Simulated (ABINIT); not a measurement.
Te2Pt (Moncheite):

```xyz
3
Lattice="4.0100 0.0000 0.0000 -2.0050 3.4728 0.0000 0.0000 0.0000 5.2010" Properties=species:S:1:pos:R:3 pbc="T T T"
Pt    0.0000    0.0000    0.0000
Te    2.0050    1.1576    3.9007
Te    0.0000    2.3152    1.3002
```

Base run:

```yaml
Program: ABINIT 10.8.3 (patched build)
Functional: PBEsol
Potentials_or_basis: JTH PAW PBE v2.0
Cutoff: 435 eV
k_mesh: 8 × 8 × 5
Occupations: fermi-dirac, width 0.05 eV
Spin: no spin polarisation
```

Its results: band gap on the k mesh none (metal or under the smearing width); pressure 5.5 GPa; largest force 0.965 eV/Å.

Task: The run is repeated on the same cell with these changes: k mesh from 8 × 8 × 5 to 3 × 3 × 2. What comes out?

Result: Band gap on the k mesh none (metal or under the smearing width); pressure 6.0 GPa; largest force 0.703 eV/Å.

Caveats: some runs use coarse meshes; the PAW data sets were made with another functional, which shifts forces and pressure a little; spin-orbit coupling is left out, which moves the levels of the heavy elements (some runs).
